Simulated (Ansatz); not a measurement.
Set up this calculation in Ansatz 0.2.0, as the native input.

```
Task                : single point
Functional          : PBE
Potentials or basis : Ansatz PAW
Cutoff              : 420 eV (not typed: the program's choice for these potentials)
k mesh              : 11 × 11 × 11
Occupations         : fermi-dirac, width 0.05 eV
Spin                : no spin polarisation
```

Ag:

```
Ag
1.0
    -1.58943    1.58943    1.65565
     1.58943   -1.58943    1.65565
     1.58943    1.58943   -1.65565
Ag
1
Direct
  0.00000 0.00000 0.00000
```

The cell isn't the ideal one: strained by -4 %.

These files were run (other wordings do the same):

input.yaml

```yaml
crystal:
  lattice:
    - [-1.58942784, 1.58942784, 1.655654]
    - [1.58942784, -1.58942784, 1.655654]
    - [1.58942784, 1.58942784, -1.655654]
  atoms:
    - { symbol: Ag, position: [0.0, 0.0, 0.0] }
hamiltonian:
  xc: pbe
  pseudopotentials: { kind: paw }
kpoints:
  mp_grid: { grid: [11, 11, 11] }
scf:
  occupations: { method: fermi_dirac, width: 0.05 }
output:
  forces: true
  stress: true
  eigenvalues: true
```

Potentials or basis: Ansatz PAW.

The run is started by

```console
$ ansatz run input.yaml --threads 2 --pin off --max-ram 5632MiB --backend cpu --events-out ev --progress --plain --runs-dir out
```

It gave:

* Pressure: 7.8 GPa
* Band gap on the k mesh: none (metal or under the smearing width)

Run time: 0.91 s on 2 threads of Arm Neoverse V1, on a shared host, peak memory 0.28 GiB.
